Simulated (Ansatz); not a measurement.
# Te: stress in a strained cell

Aim: deform Te (equal xy, yz and zx engineering shear strains of +2 %) and compute stress, forces and field gradients with LAPW, PAW and all-electron datasets made for the crystal.

Computed with Ansatz 0.2.0 (DFT PBE, scalar-relativistic, unless a step's input says otherwise).

### 1 The system as given

Symmetry: C2/m, No. 12, monoclinic system. Conventional cell: a = 8.468 Å, b = 4.742 Å, c = 3.959 Å, α = 90.00°, β = 91.89°, γ = 90.00°. Te (site symmetry m) has 6 Te at 2.99 to 3.25 Å as nearest neighbours. Te (site symmetry 2/m) has 6 Te at 2.99 to 3.10 Å as nearest neighbours.

Cell or atoms stand a little off a more symmetric structure (R-3m at a tolerance of 0.3 Å), so results at this geometry aren't those of that ideal crystal.

As a file:

```cif
data_structure
_symmetry_space_group_name_H-M 'C2/m'
_symmetry_Int_Tables_number 12
_cell_length_a 8.4682
_cell_length_b 4.7424
_cell_length_c 3.9595
_cell_angle_alpha 90.000
_cell_angle_beta 91.888
_cell_angle_gamma 90.000
_cell_volume 158.93
loop_
_atom_site_label
_atom_site_type_symbol
_atom_site_symmetry_multiplicity
_atom_site_Wyckoff_symbol
_atom_site_fract_x
_atom_site_fract_y
_atom_site_fract_z
_atom_site_occupancy
Te1 Te 4 i 0.67600 0.00000 0.67500 1
Te2 Te 2 a 0.00000 0.00000 0.00000 1
```

The file gives the conventional cell by its symmetry; the runs use the cell typed in the input.

Atoms are numbered in the order of the input: Te1, Te2, Te3.

### 2 After the deformation

Space group C2/m before, P-1 after.

### 3 All-electron LAPW

input.yaml

```yaml
crystal:
  lattice:
    - [4.210388, -2.328859, 0.018629]
    - [4.257812, 2.413541, 0.066053]
    - [-0.0908765, 0.038269, 3.9560455]
  atoms:
    - { symbol: Te, position: [0.676, 0.676, 0.675] }
    - { symbol: Te, position: [0.324, 0.324, 0.325] }
    - { symbol: Te, position: [0.0, 0.0, 0.0] }
kpoints:
  mp_grid: { grid: [8, 8, 8] }
  band_path:
    path:
      - [0.0, 0.0, 0.0]
      - [0.0, -0.5, 0.0]
      - [0.0, 0.0, -0.5]
      - [0.0, 0.0, 0.0]
      - [0.5, 0.5, 0.0]
      - [0.5, 0.0, -0.5]
      - [0.0, 0.0, 0.0]
      - [0.5, 0.5, -0.5]
      - [0.5, 0.0, 0.0]
    npoints: 5
scf:
  occupations: { method: fermi_dirac, width: 0.05 }
hamiltonian:
  xc: pbe
  pseudopotentials: { kind: all_electron, lapw: { basis_error: 0.001 } }
output:
  forces: true
  stress: true
  eigenvalues: true
```

Started as:

```sh
> ansatz run input.yaml --threads 1 --pin off --max-ram 4096MiB --backend cpu --events-out ev --progress --plain --runs-dir out
```

### 4 Frozen-core PAW

input.yaml

```yaml
crystal:
  lattice:
    - [4.210388, -2.328859, 0.018629]
    - [4.257812, 2.413541, 0.066053]
    - [-0.0908765, 0.038269, 3.9560455]
  atoms:
    - { symbol: Te, position: [0.676, 0.676, 0.675] }
    - { symbol: Te, position: [0.324, 0.324, 0.325] }
    - { symbol: Te, position: [0.0, 0.0, 0.0] }
kpoints:
  mp_grid: { grid: [8, 8, 8] }
scf:
  occupations: { method: fermi_dirac, width: 0.05 }
hamiltonian:
  xc: pbe
  pseudopotentials: { kind: paw }
output:
  forces: true
  stress: true
  eigenvalues: true
  efg: { contact_densities: true }
```

### 5 All-electron PAW on datasets made for the crystal

input.yaml: that of step 4 with these lines changed.

```diff
@@ -15,3 +15,3 @@
   xc: pbe
-  pseudopotentials: { kind: paw }
+  pseudopotentials: { kind: all_electron, datasets: crystal }
 output:
```

(Steps that only read results are left out.)

Q: Predict the outcome of this session. Wanted: pressure; largest shear or deviatoric stress.

The runs gave:

```
                                 quantity                                           value
                                 pressure  LAPW 9.45, PAW 9.44, crystal datasets 9.45 GPa
largest shear or deviatoric stress (LAPW)                                        0.70 GPa
```

**Reading.** The largest part of the stress beyond the pressure is 0.70 GPa in size, in the xx component; the atoms are carried along and not relaxed. No run of the undeformed cell stands beside it, so the pressure holds what the given cell had before the change. PAW: stress within 0.02 GPa of LAPW, forces within 1 meV/Å. Crystal datasets: stress within 0.01 GPa of LAPW, forces within 1 meV/Å. Spin-orbit coupling is left out, though the cell holds Te; in elements this heavy it can shift bands and gaps by tenths of an eV.
